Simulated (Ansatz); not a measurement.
# Copper, bcc under BLYP: structure, energy and stiffness, part 2 of 2

Aim: take copper in the bcc structure, relax it, solve it on a dense k-mesh, then scale the cell to 7 volumes from 88 to 112 % of the relaxed one and try a fit of the equation of state. Spin polarisation is left out. The k-meshes are 15×15×15 for the relaxation; 25×25×25 for the dense run; 17×17×17 for the volumes.

Ansatz 0.2.0; DFT, BLYP, plane waves (420 eV) with PAW, scalar-relativistic. The steps go on from the part before.

## 6. At 96 % of the relaxed volume

This is Cu in the bcc structure; at room conditions it is fcc.

input.yaml

```yaml
crystal:
  lattice:
    - [-1.4520183776, 1.4520183776, 1.4520183776]
    - [1.4520183776, -1.4520183776, 1.4520183776]
    - [1.4520183776, 1.4520183776, -1.4520183776]
  atoms:
    - { symbol: Cu, position: [0.0, 0.0, 0.0] }
hamiltonian:
  xc: blyp
  pseudopotentials:
    kind: paw
    azcp:
      Cu: "pseudopotentials/Cu.paw.azcp"
basis:
  ecutwfc: 420
  fft_grid_basis: typed
kpoints:
  mp_grid: { grid: [17, 17, 17], shift: [0, 0, 0] }
magnetization:
  spin_polarized: false
scf:
  occupations: { method: fermi_dirac, width: 0.1 }
  lower_state_search: "off"
output:
  stress: true
  write_density: true
  write_potential: true
  elf: true
  volumetric_format: npy
```

Output (excerpt; [...] marks lines left out):

```text
Warning: RAYON_NUM_THREADS=2 ignored (pool sized by the plan → 2); use --threads N
[...]
Pseudopotentials: kind: paw
Pseudopotential: Cu, paw, valence charge 19, recommended cutoff 420 eV (normal), <dir>
Functional definition: BLYP
[...]
Crystal: 1 atoms, lattice volume = 12.245 Å³
Basis set: ecut = 420 eV, 225 PW (Γ), exchange–correlation on 36×36×36 points (8 copies of the dense FFT grid, shifted against one another)
Bands: 14, of which v1, the nominal top of the filled ones, is band 10 counted from 1 (9 counted from 0)
Symmetry: 48 space group operations
Space group: Im-3m (ITA 229), of the structure as read, at distance tolerance 2.3e-5 Å
k-points: 165 of 4913
[...]
SCF iter   1: F=—  HF=-6634.152234 eV  |F-HF|=—  |Δ(HF+E_count)|=         —  Δρ=1.94e-2  dr2=3.26e-2  ethr=1.77e-3  ⟨swp⟩=5.3  Hψ=11598  notcnv=0
[...]
SCF iter   6: F=-6634.147265 eV  HF=-6634.147265 eV  |F-HF|=8.82e-11  |Δ(HF+E_count)|=   6.99e-9  Δρ=7.99e-7  dr2=1.94e-11  ethr=1.51e-11  ⟨swp⟩=5.1  Hψ=11676  notcnv=0
[...]
SCF converged after 6 iterations
Free energy (F): -6634.147265 eV
[...]
E sigma→0 (E₀):  -6634.142613 eV
Entropy (-TS):   -0.009303 eV (-9.303 meV/atom)
Fermi energy:    16.459664 eV
[...]
--- Stress (GPa, compression-positive) ---
        5.142156      -0.000000       0.000000
        0.000000       5.142156      -0.000000
        0.000000      -0.000000       5.142156
  P = ⅓ Tr σ = 5.1422 GPa (51.422 kbar)
--- Band table (eV; the first three rows and the last of 165) ---
  k-point 0: bands = ["-95.8829", "-53.2997", "-53.2997", "-53.2997", "7.4166", "13.4017", "13.4017", "13.4017", "14.3751", "14.3751", "41.5339", "41.5339", "41.5339", "43.3351"]
[...]
```

Run time: 2.6 s. Hardware: 2 threads of an x86-64 CPU, shared host; peak memory 0.35 GiB.

The maps below are laid out on this run's own conventional cell (a, b, c = 2.904, 2.904, 2.904 Å).

Density in a lattice plane of the grid's cell (edges 2.90 and 2.90 Å, at 0.000 of the third edge), which holds Cu.

Ten even steps from ' ' (0.17 e/Å³) to '@' (70.12 e/Å³):
```
##**==::..                              ..::==**
==--::..                                  ..::--
::....                                      ....
                                                
                                                
                                                
                                                
                                                
                                                
                                                
                                                
                                                
                                                
                                                
                                                
                                                
::....                                      ....
==--::..                                  ..::--
##**==::..                              ..::==**
@@%%++::..                              ..::++%%
```
Columns run along the first of these edges and rows up along the second, over one cell in 24 and 20 even steps from the bottom left corner. Atoms in the plane (fractional): Cu at (0.00, 0.00).

ELF in the same plane.

Ten even steps from '0' (0.16) to '9' (0.93):
```
987421000000000000012478
765310000000000000001356
432110000000000000001123
111000000000100000000011
000000000001110000000000
000000000011111000000000
000000000100000100000000
000000001000000010000000
000000111000000011100000
000001110000000001110000
000000111000000011100000
000000001000000010000000
000000000100000100000000
000000000011111000000000
000000000001110000000000
111000000000100000000011
432110000000000000001123
765310000000000000001356
987421000000000000012478
998531000000000000013589
```
Columns run along the first of these edges and rows up along the second, over one cell in 24 and 20 even steps from the bottom left corner. Atoms in the plane (fractional): Cu at (0.00, 0.00).

Both are smooth fields of the valence electrons: close to the nuclei they are not physical.

## 7. At 100 % of the relaxed volume

input.yaml, as its differences from that of step 6:

```diff
@@ -2,5 +2,5 @@
   lattice:
-    - [-1.4520183776, 1.4520183776, 1.4520183776]
-    - [1.4520183776, -1.4520183776, 1.4520183776]
-    - [1.4520183776, 1.4520183776, -1.4520183776]
+    - [-1.4719115123, 1.4719115123, 1.4719115123]
+    - [1.4719115123, -1.4719115123, 1.4719115123]
+    - [1.4719115123, 1.4719115123, -1.4719115123]
   atoms:
@@ -25,5 +25 @@
   stress: true
-  write_density: true
-  write_potential: true
-  elf: true
-  volumetric_format: npy
```

Output (excerpt; [...] marks lines left out):

```text
Warning: RAYON_NUM_THREADS=2 ignored (pool sized by the plan → 2); use --threads N
[...]
Pseudopotentials: kind: paw
Pseudopotential: Cu, paw, valence charge 19, recommended cutoff 420 eV (normal), <dir>
Functional definition: BLYP
[...]
Crystal: 1 atoms, lattice volume = 12.756 Å³
Basis set: ecut = 420 eV, 249 PW (Γ), exchange–correlation on 36×36×36 points (8 copies of the dense FFT grid, shifted against one another)
Bands: 14, of which v1, the nominal top of the filled ones, is band 10 counted from 1 (9 counted from 0)
Symmetry: 48 space group operations
Space group: Im-3m (ITA 229), of the structure as read, at distance tolerance 2.3e-5 Å
k-points: 165 of 4913
[...]
SCF iter   1: F=—  HF=-6634.159741 eV  |F-HF|=—  |Δ(HF+E_count)|=         —  Δρ=1.82e-2  dr2=3.08e-2  ethr=1.77e-3  ⟨swp⟩=5.3  Hψ=11578  notcnv=0
[...]
SCF iter   6: F=-6634.155178 eV  HF=-6634.155178 eV  |F-HF|=1.18e-10  |Δ(HF+E_count)|=   8.82e-9  Δρ=8.86e-7  dr2=2.83e-11  ethr=2.22e-11  ⟨swp⟩=2.1  Hψ=7131  notcnv=0
[...]
SCF converged after 6 iterations
Free energy (F): -6634.155178 eV
[...]
E sigma→0 (E₀):  -6634.150404 eV
Entropy (-TS):   -0.009549 eV (-9.549 meV/atom)
Fermi energy:    15.628807 eV
[...]
--- Stress (GPa, compression-positive) ---
        0.037734      -0.000000       0.000000
        0.000000       0.037734       0.000000
       -0.000000       0.000000       0.037734
  P = ⅓ Tr σ = 0.0377 GPa (0.377 kbar)
```

Wall time 2.1 s (2 threads of an x86-64 CPU, shared host); peak memory 0.35 GiB.

## 8. At 104 % of the relaxed volume

input.yaml, as its differences from that of step 7:

```diff
@@ -2,5 +2,5 @@
   lattice:
-    - [-1.4719115123, 1.4719115123, 1.4719115123]
-    - [1.4719115123, -1.4719115123, 1.4719115123]
-    - [1.4719115123, 1.4719115123, -1.4719115123]
+    - [-1.4912809903, 1.4912809903, 1.4912809903]
+    - [1.4912809903, -1.4912809903, 1.4912809903]
+    - [1.4912809903, 1.4912809903, -1.4912809903]
   atoms:
```

Output (excerpt; [...] marks lines left out):

```text
Warning: RAYON_NUM_THREADS=2 ignored (pool sized by the plan → 2); use --threads N
[...]
Pseudopotentials: kind: paw
Pseudopotential: Cu, paw, valence charge 19, recommended cutoff 420 eV (normal), <dir>
Functional definition: BLYP
[...]
Crystal: 1 atoms, lattice volume = 13.266 Å³
Basis set: ecut = 420 eV, 249 PW (Γ), exchange–correlation on 36×36×36 points (8 copies of the dense FFT grid, shifted against one another)
Bands: 14, of which v1, the nominal top of the filled ones, is band 10 counted from 1 (9 counted from 0)
Symmetry: 48 space group operations
Space group: Im-3m (ITA 229), of the structure as read, at distance tolerance 2.4e-5 Å
k-points: 165 of 4913
[...]
SCF iter   1: F=—  HF=-6634.152834 eV  |F-HF|=—  |Δ(HF+E_count)|=         —  Δρ=1.71e-2  dr2=2.90e-2  ethr=1.77e-3  ⟨swp⟩=5.3  Hψ=11556  notcnv=0
[...]
SCF iter   6: F=-6634.148681 eV  HF=-6634.148681 eV  |F-HF|=1.60e-10  |Δ(HF+E_count)|=   1.16e-8  Δρ=1.00e-6  dr2=3.96e-11  ethr=2.36e-11  ⟨swp⟩=2.1  Hψ=7324  notcnv=0
[...]
SCF converged after 6 iterations
Free energy (F): -6634.148681 eV
[...]
E sigma→0 (E₀):  -6634.143835 eV
Entropy (-TS):   -0.009692 eV (-9.692 meV/atom)
Fermi energy:    14.863913 eV
[...]
--- Stress (GPa, compression-positive) ---
       -3.955046      -0.000000       0.000000
        0.000000      -3.955046       0.000000
        0.000000      -0.000000      -3.955046
  P = ⅓ Tr σ = -3.9550 GPa (-39.550 kbar)
```

It took 1.9 s on 2 threads of an x86-64 CPU, shared host; peak memory 0.35 GiB.

## 9. At 108 % of the relaxed volume

input.yaml, as its differences from that of step 8:

```diff
@@ -2,5 +2,5 @@
   lattice:
-    - [-1.4912809903, 1.4912809903, 1.4912809903]
-    - [1.4912809903, -1.4912809903, 1.4912809903]
-    - [1.4912809903, 1.4912809903, -1.4912809903]
+    - [-1.510159969, 1.510159969, 1.510159969]
+    - [1.510159969, -1.510159969, 1.510159969]
+    - [1.510159969, 1.510159969, -1.510159969]
   atoms:
```

Output (excerpt; [...] marks lines left out):

```text
Warning: RAYON_NUM_THREADS=2 ignored (pool sized by the plan → 2); use --threads N
[...]
Pseudopotentials: kind: paw
Pseudopotential: Cu, paw, valence charge 19, recommended cutoff 420 eV (normal), <dir>
Functional definition: BLYP
[...]
Crystal: 1 atoms, lattice volume = 13.776 Å³
Basis set: ecut = 420 eV, 249 PW (Γ), exchange–correlation on 36×36×36 points (8 copies of the dense FFT grid, shifted against one another)
Bands: 14, of which v1, the nominal top of the filled ones, is band 10 counted from 1 (9 counted from 0)
Symmetry: 48 space group operations
Space group: Im-3m (ITA 229), of the structure as read, at distance tolerance 2.4e-5 Å
k-points: 165 of 4913
[...]
SCF iter   1: F=—  HF=-6634.134625 eV  |F-HF|=—  |Δ(HF+E_count)|=         —  Δρ=1.60e-2  dr2=2.71e-2  ethr=1.77e-3  ⟨swp⟩=5.4  Hψ=11525  notcnv=0
[...]
SCF iter   6: F=-6634.130910 eV  HF=-6634.130910 eV  |F-HF|=2.20e-10  |Δ(HF+E_count)|=   1.61e-8  Δρ=1.10e-6  dr2=5.23e-11  ethr=2.13e-11  ⟨swp⟩=2.1  Hψ=7428  notcnv=0
[...]
SCF converged after 6 iterations
Free energy (F): -6634.130910 eV
[...]
E sigma→0 (E₀):  -6634.126028 eV
Entropy (-TS):   -0.009764 eV (-9.764 meV/atom)
Fermi energy:    14.156962 eV
[...]
--- Stress (GPa, compression-positive) ---
       -7.071519      -0.000000      -0.000000
        0.000000      -7.071519       0.000000
        0.000000       0.000000      -7.071519
  P = ⅓ Tr σ = -7.0715 GPa (-70.715 kbar)
```

Run time: 1.6 s. Hardware: 2 threads of an x86-64 CPU, shared host; peak memory 0.36 GiB.

## 10. At 112 % of the relaxed volume

input.yaml, as its differences from that of step 9:

```diff
@@ -2,5 +2,5 @@
   lattice:
-    - [-1.510159969, 1.510159969, 1.510159969]
-    - [1.510159969, -1.510159969, 1.510159969]
-    - [1.510159969, 1.510159969, -1.510159969]
+    - [-1.5285783692, 1.5285783692, 1.5285783692]
+    - [1.5285783692, -1.5285783692, 1.5285783692]
+    - [1.5285783692, 1.5285783692, -1.5285783692]
   atoms:
```

Output (excerpt; [...] marks lines left out):

```text
Warning: RAYON_NUM_THREADS=2 ignored (pool sized by the plan → 2); use --threads N
[...]
Pseudopotentials: kind: paw
Pseudopotential: Cu, paw, valence charge 19, recommended cutoff 420 eV (normal), <dir>
Functional definition: BLYP
[...]
Crystal: 1 atoms, lattice volume = 14.286 Å³
Basis set: ecut = 420 eV, 321 PW (Γ), exchange–correlation on 36×36×36 points (8 copies of the dense FFT grid, shifted against one another)
Bands: 14, of which v1, the nominal top of the filled ones, is band 10 counted from 1 (9 counted from 0)
Symmetry: 48 space group operations
Space group: Im-3m (ITA 229), of the structure as read, at distance tolerance 2.4e-5 Å
k-points: 165 of 4913
[...]
SCF iter   1: F=—  HF=-6634.107638 eV  |F-HF|=—  |Δ(HF+E_count)|=         —  Δρ=1.49e-2  dr2=2.50e-2  ethr=1.77e-3  ⟨swp⟩=5.5  Hψ=11489  notcnv=0
[...]
SCF iter   6: F=-6634.104362 eV  HF=-6634.104362 eV  |F-HF|=2.88e-10  |Δ(HF+E_count)|=   1.89e-8  Δρ=1.10e-6  dr2=5.16e-11  ethr=2.17e-11  ⟨swp⟩=2.2  Hψ=7307  notcnv=0
[...]
SCF converged after 6 iterations
Free energy (F): -6634.104362 eV
[...]
E sigma→0 (E₀):  -6634.099461 eV
Entropy (-TS):   -0.009801 eV (-9.801 meV/atom)
Fermi energy:    13.501317 eV
[...]
--- Stress (GPa, compression-positive) ---
       -9.497745       0.000000       0.000000
       -0.000000      -9.497745      -0.000000
        0.000000       0.000000      -9.497745
  P = ⅓ Tr σ = -9.4977 GPa (-94.977 kbar)
```

It took 1.6 s on 2 threads of an x86-64 CPU, shared host; peak memory 0.36 GiB.

## 11. Energy and pressure against volume

The cell was scaled evenly, with its shape and the fractional positions fixed.

```csv
V (Å³/atom),E − E₀ (meV/atom),P from the stress (GPa),P from the fit (GPa)
11.225,83.6,20.03,19.94
11.735,33.9,11.67,11.60
12.245,7.8,5.14,5.09
12.756,0.0,0.04,0.01
13.266,6.6,-3.96,-3.97
13.776,24.4,-7.07,-7.08
14.286,50.9,-9.50,-9.50
```

Fit (Birch-Murnaghan, third order): V₀ = 12.757 Å³/atom, B₀ = 112 GPa, B₀′ = 5.1, largest residual 0.01 meV/atom.

## 12. What came out

The summary covers parts 1 to 2.

| quantity | value |
| --- | --- |
| space group (spins left aside) | Im-3m (No. 229) |
| conventional cell | a = 2.944 Å |
| volume | 12.756 Å³/atom |
| shortest distance | 2.549 Å |
| gap on the mesh | none (levels filled in part) |
| relative to fcc | +34 meV/atom |
| V₀, B₀, B₀′ | 12.757 Å³/atom, 112 GPa, 5.1 |

In words: The relaxation enlarged the cell by 8.0 % in volume. Against the reference form of copper (fcc, computed apart with the same settings) it stands 34 meV/atom higher. No gap shows: it is a metal or semimetal at this level. B₀ comes out at 112 GPa. The symmetry was held, so the structure may be unstable against distortions that break it.
